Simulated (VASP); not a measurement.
# A VASP 6.6.1 single-point calculation on PbSe

INCAR

```
LCHARG = .FALSE.
ISMEAR = -1
SIGMA = 0.02
ISIF = 2
LASPH = .TRUE.
LWAVE = .FALSE.
NSW = 0
LREAL = .FALSE.
EDIFF = 1E-7
IBRION = -1
NELM = 96
NBANDS = 17
GGA = PE
PREC = Accurate
ENCUT = 800
```

KPOINTS

```
KPOINTS created by Atomic Simulation Environment
0
Gamma
8 8 8
0 0 0
```

POSCAR

```
Pb Se
 1.0000000000000000
    -0.0000000000000000    3.0887022204744010    3.0887022204744010
     3.0887022204744010   -0.0000000000000000    3.0887022204744010
     3.0887022204744010    3.0887022204744010   -0.0000000000000000
 Pb  Se
   1   1
Cartesian
 -0.0000000000000000 -0.0000000000000000 -0.0000000000000000
  3.0887022204744010  3.0887022204744010  3.0887022204744010
```

The recommended PBE PAW datasets give the neutral cell 20 valence electrons.

Command

```
mpirun -np 1 vasp_std
```

OSZICAR

```
N       E                     dE             d eps       ncg     rms          rms(c)
DAV:   1     0.176288907696E+03    0.17629E+03   -0.12189E+04   994   0.166E+03
DAV:   2     0.569598328425E+01   -0.17059E+03   -0.16461E+03  1035   0.363E+02
DAV:   3    -0.812597722219E+01   -0.13822E+02   -0.13708E+02  1290   0.102E+02
DAV:   4    -0.849102937245E+01   -0.36505E+00   -0.36440E+00  1209   0.172E+01
DAV:   5    -0.850257695085E+01   -0.11548E-01   -0.11547E-01  1386   0.314E+00    0.273E+00
DAV:   6    -0.819636317334E+01    0.30621E+00   -0.76673E-01  1489   0.582E+00    0.151E+00
DAV:   7    -0.819210792230E+01    0.42553E-02   -0.12603E-01  1207   0.168E+00    0.847E-01
DAV:   8    -0.819576807831E+01   -0.36602E-02   -0.14401E-02  1169   0.129E+00    0.185E-01
DAV:   9    -0.819519597958E+01    0.57210E-03   -0.31056E-03  1515   0.526E-01    0.565E-02
DAV:  10    -0.819527983113E+01   -0.83852E-04   -0.23531E-04  1157   0.903E-02    0.203E-02
DAV:  11    -0.819528747793E+01   -0.76468E-05   -0.59401E-05  1283   0.783E-02    0.853E-03
DAV:  12    -0.819528748422E+01   -0.62848E-08   -0.32277E-06  1282   0.119E-02    0.229E-03
DAV:  13    -0.819528750210E+01   -0.17878E-07   -0.22196E-07  1211   0.394E-03
   1 F= -.81952875E+01 E0= -.81952873E+01  d E =-.496328E-06
```

From OUTCAR

```
k-points           NKPTS =     29   k-points in BZ     NKDIM =     29   number of bands    NBANDS=     17

   NELECT =      20.0000    total number of electrons

   dimension x,y,z NGX =    40 NGY =   40 NGZ =   40
   dimension x,y,z NGXF=    80 NGYF=   80 NGZF=   80

  energy-cutoff  :      800.00
  volume of cell :       58.93
      direct lattice vectors                 reciprocal lattice vectors
     0.000000000  3.088702220  3.088702220    -0.161880286  0.161880286  0.161880286
     3.088702220  0.000000000  3.088702220     0.161880286 -0.161880286  0.161880286
     3.088702220  3.088702220  0.000000000     0.161880286  0.161880286 -0.161880286

 k-points in reciprocal lattice and weights: KPOINTS created by Atomic Simulation Env
   0.00000000  0.00000000  0.00000000       0.002
   0.12500000  0.00000000  0.00000000       0.016
   0.25000000  0.00000000  0.00000000       0.016
   0.37500000  0.00000000  0.00000000       0.016
   0.50000000  0.00000000  0.00000000       0.008
   0.12500000  0.12500000  0.00000000       0.012
   0.25000000  0.12500000  0.00000000       0.047
   0.37500000  0.12500000  0.00000000       0.047
   ...

 E-fermi :   4.9029

 k-point     1 :       0.0000    0.0000    0.0000
  band No.  band energies     occupation
      1     -12.0604      2.00000
      2     -12.0604      2.00000
      3     -12.0604      2.00000
      4     -12.0551      2.00000
      5     -12.0551      2.00000
      6      -8.6314      2.00000
      7      -1.6132      2.00000
      8       2.9790      2.00000
      9       2.9790      2.00000
     10       2.9790      2.00000
     11       9.3843      0.00000
     12       9.3843      0.00000
     13       9.3843      0.00000
     14      11.3093      0.00000
     15      11.3093      0.00000
     16      11.3093      0.00000
     17      12.9753      0.00000

 k-point     2 :       0.1250    0.0000    0.0000
  band No.  band energies     occupation
      1     -12.0600      2.00000
      2     -12.0600      2.00000
      3     -12.0599      2.00000
      4     -12.0543      2.00000
      5     -12.0543      2.00000
      6      -8.5188      2.00000
      7      -1.9702      2.00000
      8       3.0181      2.00000
      9       3.0181      2.00000
     10       3.2248      2.00000
     11       8.3593      0.00000
     12       8.7438      0.00000
     13       8.7438      0.00000
     14      11.1258      0.00000
     15      11.6424      0.00000
     16      11.6424      0.00000
     17      13.9675      0.00000

 k-point     3 :       0.2500    0.0000    0.0000
  band No.  band energies     occupation
      1     -12.0669      2.00000
      2     -12.0669      2.00000
      3     -12.0586      2.00000
      4     -12.0446      2.00000
      5     -12.0446      2.00000
      6      -8.2110      2.00000
      7      -2.7723      2.00000
      8       3.1324      2.00000
      9       3.1324      2.00000
     10       3.7341      2.00000
     11       6.9042      0.00000
     12       7.6635      0.00000
     13       7.6635      0.00000
     14      11.3066      0.00000
     15      12.4922      0.00000
     16      12.4922      0.00000
     17      15.8149      0.00000

 ...

  Total        0.3546745      0.3546745      0.3546745     -0.0000000     -0.0000000     -0.0000000
  in kB        9.6423395      9.6423395      9.6423395     -0.0000000     -0.0000000     -0.0000000
  external PRESSURE =       9.6423395 kB  Pullay stress =       0.0000000 kB

 POSITION                                       TOTAL-FORCE (eV/Angst)
 -----------------------------------------------------------------------------------
      0.00000      0.00000      0.00000        -0.000000      0.000000      0.000000
      3.08870      3.08870      3.08870         0.000000     -0.000000     -0.000000
 -----------------------------------------------------------------------------------
    total drift:                                0.000000     -0.000000     -0.000000

  FREE ENERGIE OF THE ION-ELECTRON SYSTEM (eV)
  ---------------------------------------------------
  free  energy   TOTEN  =        -8.1952875021 eV

  energy  without entropy=       -8.1952870058  energy(sigma->0) =       -8.19528725
```

It converged. Results: gap between bands v and c on the k mesh 0.38 eV; least direct gap on the k mesh 0.38 eV; pressure 1.0 GPa. Band v is the last that the valence electrons fill when counted band by band, and c is the next.

For comparison, a separate PBE run of the intended cell, on usual settings and not on those above, gives a gap of 0.38 eV on its mesh and a pressure of 0.9 GPa.

The run above took about 45 s on one core of a shared host (Intel Xeon Platinum 8488C) and held 0.24 GiB at most.
